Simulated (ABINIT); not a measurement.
# InP (F-43m): G0W0 with ABINIT, start to end, part 2 of 3

How does a plane-wave GW calculation on InP (F-43m) run from the first input to the gap?

ABINIT 10.8.3; PBE and many-body steps on it, plane waves. Known limits of the many-body steps: not at the basis limit; mesh may overstate the screening; no spin-orbit coupling; coarse k mesh.

So far. Step 2 (Ground state): The gap is direct, at Γ.

**3. Bands along the symmetry lines**

Level of this step: DFT, PBE, plane waves, norm-conserving pseudopotentials (ABINIT).

The cheap functional maps the bands first; the places of the edges decide which points the dearer methods must see.

run.abi

```
acell 3*1.0 Angstrom
rprim 
  -0.000000000000 2.934350000000 2.934350000000
  2.934350000000 -0.000000000000 2.934350000000
  2.934350000000 2.934350000000 -0.000000000000
ntypat 2
znucl 49 15
natom 2
typat 1 2
xred 
  0.000000000000 0.000000000000 0.000000000000
  0.250000000000 0.250000000000 0.250000000000
pp_dirpath "pseudos"
pseudos "In.upf, P.upf"
ecut 33
iscf -2
irdden 1
kptopt 0
nkpt 50
kpt 
  0.00000000 0.00000000 0.00000000
  -0.06250000 -0.06250000 0.00000000
  -0.12500000 -0.12500000 0.00000000
  -0.18750000 -0.18750000 0.00000000
  -0.25000000 -0.25000000 0.00000000
  -0.31250000 -0.31250000 0.00000000
  -0.37500000 -0.37500000 0.00000000
  -0.43750000 -0.43750000 0.00000000
  -0.50000000 -0.50000000 0.00000000
  -0.48437500 -0.48437500 0.03125000
  -0.46875000 -0.46875000 0.06250000
  -0.45312500 -0.45312500 0.09375000
  -0.43750000 -0.43750000 0.12500000
  -0.42187500 -0.42187500 0.15625000
  -0.40625000 -0.40625000 0.18750000
  -0.39062500 -0.39062500 0.21875000
  -0.37500000 -0.37500000 0.25000000
  -0.37500000 0.00000000 0.37500000
  -0.32812500 0.00000000 0.32812500
  -0.28125000 0.00000000 0.28125000
  -0.23437500 0.00000000 0.23437500
  -0.18750000 0.00000000 0.18750000
  -0.14062500 0.00000000 0.14062500
  -0.09375000 0.00000000 0.09375000
  -0.04687500 0.00000000 0.04687500
  0.00000000 0.00000000 0.00000000
  0.00000000 0.00000000 0.06250000
  0.00000000 0.00000000 0.12500000
  0.00000000 0.00000000 0.18750000
  0.00000000 0.00000000 0.25000000
  0.00000000 0.00000000 0.31250000
  0.00000000 0.00000000 0.37500000
  0.00000000 0.00000000 0.43750000
  -0.00000000 -0.00000000 0.50000000
  -0.06250000 -0.03125000 0.46875000
  -0.12500000 -0.06250000 0.43750000
  -0.18750000 -0.09375000 0.40625000
  -0.25000000 -0.12500000 0.37500000
  -0.31250000 -0.15625000 0.34375000
  -0.37500000 -0.18750000 0.31250000
  -0.43750000 -0.21875000 0.28125000
  -0.50000000 -0.25000000 0.25000000
  -0.50000000 -0.28125000 0.21875000
  -0.50000000 -0.31250000 0.18750000
  -0.50000000 -0.34375000 0.15625000
  -0.50000000 -0.37500000 0.12500000
  -0.50000000 -0.40625000 0.09375000
  -0.50000000 -0.43750000 0.06250000
  -0.50000000 -0.46875000 0.03125000
  -0.50000000 -0.50000000 0.00000000
istwfk *1
nband 20
nbdbuf 2
tolwfr 1e-08
nstep 40
prtwf 0
prtvol 0
indata_prefix "in"
outdata_prefix "out"
tmpdata_prefix "tmp"
```

Started as:

```sh
$ OMP_NUM_THREADS=1 mpirun -n 4 abinit run.abi > log
```

Numbers of over 12 decimals in the logs are rounded to 6 here.

Log:

```text
.Version 10.8.3 of ABINIT. v10.8.2 released Aug 2026.

 Symmetries : space group F-4 3 m (#216); Bravais cF (face-center cubic)
[... echo of the input left out ...]
== DATASET  1 ==================================================================
-   mpi_nproc: 4, omp_nthreads: 1 (-1 if OMP is not activated)

--- !DatasetInfo
iteration_state: {dtset: 1, }
dimensions: {natom: 2, nkpt: 50, mband: 20, nsppol: 1, nspinor: 1, nspden: 1, mpw: 3119, }
cutoff_energies: {ecut:  33.0, pawecutdg:  -1.0, }
electrons: {nelect:   2.60000000E+01, charge:   0.00000000E+00, occopt:   1.00000000E+00, tsmear:   1.00000000E-02, }

 Real(R)+Recip(G) space primitive vectors, cartesian coordinates (Bohr,Bohr^-1):
 R(1)=  0.0000000  5.5451179  5.5451179  G(1)= -0.0901694  0.0901694  0.0901694
 R(2)=  5.5451179  0.0000000  5.5451179  G(2)=  0.0901694 -0.0901694  0.0901694
 R(3)=  5.5451179  5.5451179  0.0000000  G(3)=  0.0901694  0.0901694 -0.0901694
 Unit cell volume ucvol=  3.4100625E+02 bohr^3
 Angles (23,13,12)=  6.00000000E+01  6.00000000E+01  6.00000000E+01 degrees

 getcut: wavevector=  0.0000  0.0000  0.0000  ngfft=  45  45  45
         ecut(hartree)=     33.000   => boxcut(ratio)=   2.16973

--- Pseudopotential description ------------------------------------------------
- In Generated using ONCVPSP code by D. R. Hamann
- 49.00000  21.00000  171031                  znucl, zion, pspdat
12 -101130 2 -1 1964                          pspcod,pspxc,lmax,lloc,mmax
     nproj     2     2     2
  pspatm : epsatm=   33.77322108
         --- l  ekb(1:nproj) -->
             0    8.444792   -0.551410
             1    2.489821   -1.164509
             2   -3.311344   -0.947824
 pspatm: atomic psp has been read  and splines computed

- P Generated using ONCVPSP code by D. R. Hamann
- 15.00000   5.00000  171031                  znucl, zion, pspdat
12 -101130 2 -1 1298                          pspcod,pspxc,lmax,lloc,mmax
     nproj     2     2     2
  pspatm : epsatm=    8.05910421
         --- l  ekb(1:nproj) -->
[...]
pspatm: atomic psp has been read  and splines computed

--------------------------------------------------------------------------------

================================================================================
 prteigrs : about to open file out_EIG
 Non-SCF case, kpt    1 (  0.00000  0.00000  0.00000), residuals and eigenvalues=
  3.13E-09  2.75E-09  4.34E-09  5.45E-09  1.60E-09  2.66E-09  5.55E-09  1.31E-09
  3.76E-09  9.16E-10  2.53E-09  6.27E-09  8.00E-09  5.52E-09  1.97E-09  5.37E-09
  8.57E-09  4.06E-09  6.71E-09  2.65E-07
 -4.0473E+00 -2.5212E+00 -2.5212E+00 -2.5212E+00 -3.4094E-01 -3.4094E-01
 -3.4094E-01 -3.3551E-01 -3.3551E-01 -2.4140E-01  1.8090E-01  1.8090E-01
  1.8090E-01  2.0616E-01  3.3111E-01  3.3111E-01  3.3111E-01  4.9603E-01
  5.2661E-01  5.2661E-01
 Non-SCF case, kpt    2 ( -0.06250 -0.06250  0.00000), residuals and eigenvalues=
[...]
5.0909E-01  5.2797E-01
 Non-SCF case, kpt    3 ( -0.12500 -0.12500  0.00000), residuals and eigenvalues=
[...]
4.40E-09  6.47E-09  1.55E-08  1.47E-08
[...]
5.3197E-01  5.3968E-01
[...]
Non-SCF case, kpt   49 ( -0.50000 -0.46875  0.03125), residuals and eigenvalues=
[...]
5.7960E-01  6.1392E-01
 Non-SCF case, kpt   50 ( -0.50000 -0.50000  0.00000), residuals and eigenvalues=
[...]
-3.3712E-01 -3.3712E-01 -3.3416E-01 -1.5473E-01 -2.9791E-02  9.6122E-02
  9.6122E-02  2.4583E-01  2.6424E-01  5.1911E-01  5.3215E-01  5.3215E-01
  5.7692E-01  6.1404E-01

--- !ResultsGS
iteration_state: {dtset: 1, }
comment   : Summary of ground state results
lattice_vectors:
- [ -0.0000000,   5.5451179,   5.5451179, ]
- [  5.5451179,  -0.0000000,   5.5451179, ]
- [  5.5451179,   5.5451179,  -0.0000000, ]
lattice_lengths: [   7.84198,    7.84198,    7.84198, ]
lattice_angles: [ 60.000,  60.000,  60.000, ] # degrees, (23, 13, 12)
lattice_volume:   3.4100625E+02
convergence: {deltae:  0.000E+00, res2:  0.000E+00, residm:  9.998E-09, diffor:  0.000E+00, }
etotal    :  -2.06381893E+02
entropy   :   0.00000000E+00
fermie    :   1.80897190E-01
cartesian_stress_tensor: null
pressure_GPa: null
xred      :
- [  0.0000E+00,   0.0000E+00,   0.0000E+00, In]
- [  2.5000E-01,   2.5000E-01,   2.5000E-01,  P]
cartesian_forces: null
force_length_stats: {min: null, max: null, mean: null, }

 Integrated electronic density in atomic spheres:
 ------------------------------------------------
 Atom  Sphere_radius  Integrated_density
[...]
================================================================================

 ----iterations are completed or convergence reached----

 Mean square residual over all n,k,spin=   46.820E-10; max=  99.980E-10
 reduced coordinates (array xred) for    2 atoms
       0.000000000000      0.000000000000      0.000000000000
       0.250000000000      0.250000000000      0.250000000000

 cartesian coordinates (angstrom) at end:
[...]
length scales=  1.889726125908  1.889726125908  1.889726125908 bohr
              =  1.000000000000  1.000000000000  1.000000000000 angstroms
 prteigrs : about to open file out_EIG
 Eigenvalues (hartree) for nkpt=  50  k points:
 kpt#   1, nband= 20, wtk=  1.00000, kpt=  0.0000  0.0000  0.0000 (reduced coord)
[...]
kpt#   2, nband= 20, wtk=  1.00000, kpt= -0.0625 -0.0625  0.0000 (reduced coord)
[...]
kpt#   3, nband= 20, wtk=  1.00000, kpt= -0.1250 -0.1250  0.0000 (reduced coord)
[...]
kpt#  49, nband= 20, wtk=  1.00000, kpt= -0.5000 -0.4687  0.0313 (reduced coord)
[...]
0.52476    0.53621    0.57960    0.61392
 kpt#  50, nband= 20, wtk=  1.00000, kpt= -0.5000 -0.5000  0.0000 (reduced coord)
  -4.04727   -2.52125   -2.52125   -2.52125   -0.34750   -0.33725   -0.33712   -0.33712
  -0.33416   -0.15473   -0.02979    0.09612    0.09612    0.24583    0.26424    0.51911
   0.53215    0.53215    0.57692    0.61404

== END DATASET(S) ==============================================================
================================================================================

 -outvars: echo values of variables after computation  --------
            nband          20
             nkpt          50
          spgroup         216
 [... the other variables as echoed above ...]

 Calculation completed.
```

It took 14 s on 4 MPI ranks of Intel Xeon Platinum 8488C (Sapphire Rapids), shared host; peak memory 0.34 GiB.

This step gave:

| Item | Value |
| --- | --- |
| gap | 0.6874 eV |
| k of the valence top | 0, 0, 0 |
| k of the conduction bottom | 0, 0, 0 |
| least direct gap | 0.6874 eV |

The gap is 0.687 eV, as in the run before at this level.

The electronic bands at the labelled points (eV, zero at the top of the highest filled band):

| point | band 10 | band 11 | band 12 | band 13 | band 14 | band 15 | band 16 | band 17 |
| --- | --- | --- | --- | --- | --- | --- | --- | --- |
| Γ | -11.49 | 0.00 | 0.00 | 0.00 | 0.69 | 4.09 | 4.09 | 4.09 |
| halfway | -10.60 | -3.33 | -1.40 | -1.40 | 2.49 | 3.12 | 6.37 | 6.37 |
| X | -9.13 | -5.73 | -2.31 | -2.31 | 1.77 | 2.27 | 9.20 | 9.56 |
| halfway | -9.12 | -5.69 | -2.73 | -2.21 | 2.04 | 2.87 | 8.38 | 8.69 |
| U | -9.15 | -5.59 | -3.29 | -1.93 | 2.36 | 4.39 | 7.50 | 7.53 |
| jump to K | -9.15 | -5.59 | -3.29 | -1.93 | 2.36 | 4.39 | 7.50 | 7.53 |
| halfway | -10.51 | -3.79 | -2.00 | -0.57 | 2.82 | 4.69 | 4.99 | 5.21 |
| Γ | -11.49 | 0.00 | 0.00 | 0.00 | 0.69 | 4.09 | 4.09 | 4.09 |
| halfway | -10.82 | -3.43 | -0.55 | -0.55 | 1.78 | 4.79 | 4.79 | 5.32 |
| L | -9.78 | -5.71 | -0.97 | -0.97 | 1.49 | 4.80 | 4.80 | 7.11 |
| halfway | -9.47 | -5.53 | -2.68 | -1.62 | 3.16 | 4.19 | 5.87 | 7.21 |
| W | -9.06 | -5.58 | -2.94 | -2.89 | 4.29 | 4.37 | 5.56 | 6.21 |
| halfway | -9.10 | -5.66 | -2.64 | -2.63 | 2.69 | 3.10 | 7.65 | 7.73 |
| X | -9.13 | -5.73 | -2.31 | -2.31 | 1.77 | 2.27 | 9.20 | 9.56 |

The electronic bands as a text plot (rows in eV, shown from -8.0 to 6.7 only):

```
    6.4 |     ++            ++                 +         ++++
    5.8 |    +              ++               ++      +++++++
    5.2 |                  ++++++++++       +++   +++
    4.5 | +++             +     ++++++   ++++  +++++++  +++
    3.9 |++              +         ++++++             ++++ ++
    3.3 |  ++ ++        +                             ++    ++
    2.7 |    ++++++    +   ++++++++                  +       +++
    2.1 |  ++   +++++++++++        ++      +        +         +++
    1.5 | +          +               +   ++ ++++++++
    0.9 |+                            +++
    0.3 |*                           ***
   -0.4 | ***                   ******  *****
   -1.0 |    *              ****     *       ********
   -1.6 |  ** ****         *     ****    **         ***
   -2.2 |    *    *********     *                    * **      **
   -2.8 |              **     ** **        *          ** ******
   -3.4 |     **         *****              *           **
   -4.0 |       **              *            **
   -4.6 |         *           **
   -5.2 |          **      ***                 **     ***
   -5.9 |            ******                      *****   ********
   -6.5 |
   -7.1 |
   -7.7 |
         Γ           X  U|K            Γ         L        W     X
```

**4. Empty states on the mesh, 4×4×4 mesh, 118 bands**

The sums over transitions need many empty states on a uniform mesh; this step solves for them.

run.abi

```
acell 3*1.0 Angstrom
rprim 
  -0.000000000000 2.934350000000 2.934350000000
  2.934350000000 -0.000000000000 2.934350000000
  2.934350000000 2.934350000000 -0.000000000000
ntypat 2
znucl 49 15
natom 2
typat 1 2
xred 
  0.000000000000 0.000000000000 0.000000000000
  0.250000000000 0.250000000000 0.250000000000
pp_dirpath "pseudos"
pseudos "In.upf, P.upf"
ecut 33
ngkpt 4 4 4
nshiftk 1
shiftk 0 0 0
kptopt 1
chksymbreak 0
irdden 1
istwfk *1
nband 118
prtvol 0
optdriver 6
gwr_task "HDIAGO"
paral_kgb 0
occopt 1
indata_prefix "in"
outdata_prefix "out"
tmpdata_prefix "tmp"
```

Log:

```text
[banner, memory and clock lines left out]
.Version 10.8.3 of ABINIT. v10.8.2 released Aug 2026.

 Symmetries : space group F-4 3 m (#216); Bravais cF (face-center cubic)
[... echo of the input left out ...]
== DATASET  1 ==================================================================
-   mpi_nproc: 4, omp_nthreads: 1 (-1 if OMP is not activated)

--- !DatasetInfo
iteration_state: {dtset: 1, }
dimensions: {natom: 2, nkpt: 8, mband: 118, nsppol: 1, nspinor: 1, nspden: 1, mpw: 3119, }
cutoff_energies: {ecut:  33.0, pawecutdg:  -1.0, }
electrons: {nelect:   2.60000000E+01, charge:   0.00000000E+00, occopt:   1.00000000E+00, tsmear:   1.00000000E-02, }

.Using double precision arithmetic; gwpc =  8

- Reading GS density from: in_DEN

--- Pseudopotential description ------------------------------------------------
- In Generated using ONCVPSP code by D. R. Hamann
- 49.00000  21.00000  171031                  znucl, zion, pspdat
12 -101130 2 -1 1964                          pspcod,pspxc,lmax,lloc,mmax
     nproj     2     2     2
  pspatm : epsatm=   33.77322108
         --- l  ekb(1:nproj) -->
             0    8.444792   -0.551410
             1    2.489821   -1.164509
             2   -3.311344   -0.947824
 pspatm: atomic psp has been read  and splines computed

- P Generated using ONCVPSP code by D. R. Hamann
- 15.00000   5.00000  171031                  znucl, zion, pspdat
12 -101130 2 -1 1298                          pspcod,pspxc,lmax,lloc,mmax
     nproj     2     2     2
  pspatm : epsatm=    8.05910421
         --- l  ekb(1:nproj) -->
             0    6.598722    1.052341
             1    3.369366    0.884600
             2   -3.154982   -0.827415
 pspatm: atomic psp has been read  and splines computed

   1.08764046E+03                                ecore*ucvol(ha*bohr**3)

 Total charge density [el/Bohr^3]
)     Maximum=    2.8179E+00  at reduced coord.    0.0222    0.0667    0.9111
)     Minimum=    1.9877E-03  at reduced coord.    0.5111    0.4889    0.4889
   Integrated=    2.6000E+01

 === KS gaps after direct diagonalization ===
 Direct band gap semiconductor
 Fundamental gap:     0.688 (eV)
   VBM:     4.922 (eV) at k: [ 0.0000E+00,  0.0000E+00,  0.0000E+00]
   CBM:     5.610 (eV) at k: [ 0.0000E+00,  0.0000E+00,  0.0000E+00]
 Direct gap:         0.688 (eV) at k: [ 0.0000E+00,  0.0000E+00,  0.0000E+00]

== END DATASET(S) ==============================================================

 -outvars: echo values of variables after computation  --------
           etotal      0.0000000000E+00
            nband         118
             nkpt           8
          spgroup         216
 [... the other variables as echoed above ...]

 Calculation completed.
```

Run time: 37 s. Hardware: 4 MPI ranks; peak memory 2.3 GiB; 2.4 min of CPU time.

This step gave:

```yaml
gap: 0.6876 eV
k_of_the_valence_top: 0, 0, 0
k_of_the_conduction_bottom: 0, 0, 0
least_direct_gap: 0.6876 eV
k_points_computed: 8
lowest_point_of_the_top_converged_band_above_the_valence_top: 80.1345 eV
```

On this mesh the gap is 0.688 eV.

**5. Screening, 4×4×4 mesh, 110 bands, screening to 149.7 eV**

The RPA dielectric matrix is built and inverted for each q.

This step: RPA screening on PBE, plane waves, norm-conserving pseudopotentials.

Changes to run.abi since step 4:

```diff
@@ -20,10 +20,11 @@
 chksymbreak 0
-irdden 1
 istwfk *1
-nband 118
-prtvol 0
-optdriver 6
-gwr_task "HDIAGO"
-paral_kgb 0
 occopt 1
+irdwfk 1
+optdriver 3
+nband 110
+ecuteps 5.5
+inclvkb 2
+awtr 1
+symchi 1
 indata_prefix "in"
```

Log:

```text
.Version 10.8.3 of ABINIT. v10.8.2 released Aug 2026.

 Symmetries : space group F-4 3 m (#216); Bravais cF (face-center cubic)
[... echo of the input left out ...]
== DATASET  1 ==================================================================
-   mpi_nproc: 4, omp_nthreads: 1 (-1 if OMP is not activated)

--- !DatasetInfo
iteration_state: {dtset: 1, }
dimensions: {natom: 2, nkpt: 8, mband: 110, nsppol: 1, nspinor: 1, nspden: 1, mpw: 3119, }
cutoff_energies: {ecut:  33.0, pawecutdg:  -1.0, }
electrons: {nelect:   2.60000000E+01, charge:   0.00000000E+00, occopt:   1.00000000E+00, tsmear:   1.00000000E-02, }

 SCREENING: Calculation of the susceptibility and dielectric matrices

 Based on a program developped by R.W. Godby, V. Olevano, G. Onida, and L. Reining.
 Incorporated in ABINIT by V. Olevano, G.-M. Rignanese, and M. Torrent.
.Using double precision arithmetic ; gwpc =  8

[... cell and pseudopotentials left out ...]
--------------------------------------------------------------------------------

 ==== K-mesh for the wavefunctions ====
 Number of points in the irreducible wedge :     8
[... list of points left out ...]
 Together with 24 symmetry operations and time-reversal symmetry
 yields    64 points in the full Brillouin Zone.

 ==== Q-mesh for the screening function ====
 Number of points in the irreducible wedge :     8
[... list of points left out ...]
 Together with 24 symmetry operations and time-reversal symmetry
 yields    64 points in the full Brillouin Zone.

 setmesh: FFT mesh size selected  =    30x   30x   30
          total number of points  =        27000

 vcoul_init : cutoff-mode = AUXILIARY_FUNCTION
 q-points for optical limit:   1
     1)      0.000010    0.000020    0.000030

- screening: taking advantage of time-reversal symmetry
- Maximum band index for partially occupied states nbvw = 13
- Remaining bands to be divided among processors   nbcw = 97
- Number of bands treated by each node ~24

 Number of electrons calculated from density =   26.0000; Expected =   26.0000
 average of density, n =  0.076245
 r_s =    1.4630
 omega_plasma =   26.6355 [eV]

 calculating chi0 at frequencies [eV] :
  1    0.000000E+00    0.000000E+00
  2    0.000000E+00    2.663552E+01

--------------------------------------------------------------------------------
  q-point number  1        q = ( 0.000000, 0.000000, 0.000000) [r.l.u.]
--------------------------------------------------------------------------------
[... chi0 elements left out ...]
 For q-point:  0.000010 0.000020 0.000030
  dielectric constant =  47.1864
  dielectric constant without local fields =  49.8053

  Average fulfillment of the sum rule on Im[epsilon] for q-point    1 :     62.76  [%]
[... wings left out ...]
  q-point number  2        q = ( 0.250000, 0.000000, 0.000000) [r.l.u.]
--------------------------------------------------------------------------------
[... chi0 elements left out ...]
  Average fulfillment of the sum rule on Im[epsilon] for q-point    2 :     74.72  [%]

 [... 6 further q-points ...]
```

It took 28 s on 4 MPI ranks; peak memory 0.91 GiB; 1.9 min of CPU time.

This step gave:

```
ε∞ with local fields, on this mesh, along the program's q direction : 47.19
the same without local fields                                       : 49.81
plasma frequency                                                    : 26.64 eV
plane waves in the screening matrix                                 : 181
```

Local fields lower ε∞ by 5 %. On a Γ-centred mesh this coarse the value itself is usually too large, while a short band sum pulls it down.

[end of part 2 of 3]

[Paths, hosts, dates, memory and timing lines, banners, echoed tables and standing remarks are left out of the program output.]

[Logs are printed without paths, hosts, clocks, repeated set-up lines and the standing remarks that a program may print on its own settings, such as how far it seeks lower states.]

[Runs of the session that timed out or met a known fault of the program may be left out.]

[Hosts, paths, dates, database ids (printed as entryN), source tags and the programs' standing remarks are cut or masked in the printed files.]

[G0W0 gaps are taken among the corrected bands and points alone; a level outside them can change the order at an edge.]

[Where Ansatz stands beside ABINIT at settings called matched, ABINIT's density can come from a denser mesh and the files from another edition; pairs whose starting gaps differed by over 0.03 eV were left out, so agreement reads better than it is.]
